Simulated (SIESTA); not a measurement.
Runs of SIESTA 5.4.2 on MoS2. The cell holds a slab with vacuum, 3 atoms: a = 3.184 Å, b = 3.184 Å, c = 17.335 Å, α = 90.00°, β = 90.00°, γ = 120.00°. 

| task | level | potentials or basis | U | cell | k mesh | hubbard projector method | U from the first cycle | broadening (eV) | window from (eV) | window to (eV) | grid cutoff | gap on the mesh (eV) | largest force (eV/Å) |
| --- | --- | --- | --- | --- | --- | --- | --- | --- | --- | --- | --- | --- | --- |
| density of states | PBEsol+U | PseudoDojo 0.4 standard (PBEsol files), DZP (energy shift 0.003 Ry; two zetas on semicore shells) | Mo d U = 6 eV | as given | 8 × 8 × 2 | 1 | yes | 0.1 eV | -10 eV | 15 eV | 800 Ry | (b) | 0.09 |
| density of states | PBEsol+U | PseudoDojo 0.4 standard (PBEsol files), DZP (energy shift 0.003 Ry; two zetas on semicore shells) | Mo d U = 2 eV | as given | 8 × 8 × 2 | 1 | yes | 0.1 eV | -10 eV | 15 eV | 800 Ry | 1.77 | 0.14 |
| density of states | PBEsol+U | PseudoDojo 0.4 standard (PBEsol files), DZP (energy shift 0.003 Ry; two zetas on semicore shells) | Mo d U = 4 eV | as given | 8 × 8 × 2 | 1 | yes | 0.1 eV | -10 eV | 15 eV | 800 Ry | 1.78 | 0.03 |
| band structure | PBEsol | PseudoDojo 0.4 standard (PBEsol files), DZP (energy shift 0.003 Ry; two zetas on semicore shells) | - | as given | 10 × 10 × 2 | - | - | - | - | - | 800 Ry | 1.71 | 0.24 |
| density of states | PBEsol | PseudoDojo 0.4 standard (PBEsol files), DZP (energy shift 0.003 Ry; two zetas on semicore shells) | - | as given | 8 × 8 × 2 | 1 | yes | 0.1 eV | -10 eV | 15 eV | 800 Ry | 1.75 | 0.24 |
| relaxation of cell and atoms | PBEsol | PseudoDojo 0.4 standard (PBEsol files), DZP (energy shift 0.003 Ry; two zetas on semicore shells) | - | relaxed | 8 × 8 × 2 | - | - | - | - | - | 1200 Ry | (a) | - |
| band structure | BLYP | PseudoDojo 0.4 standard (PBE files), DZP (energy shift 0.003 Ry; two zetas on semicore shells) | - | as given | 10 × 10 × 2 | - | - | - | - | - | 800 Ry | 1.71 | 1.13 |

Alike in all rows: no spin polarisation; smearing fermi-dirac 0.05 eV; energy shift 0.003 Ry.

Q: Estimate the missing entries.

A: (a) 2.02; (b) 1.80.

Caveats: the basis of atomic orbitals isn't converged, which shifts pressures, moduli and gaps; the potentials were made for another functional, which shifts forces and pressure (some runs).

A k mesh can miss the band edges, and the runs leave out spin-orbit coupling on Mo.

Not every run made on this cell is shown here.
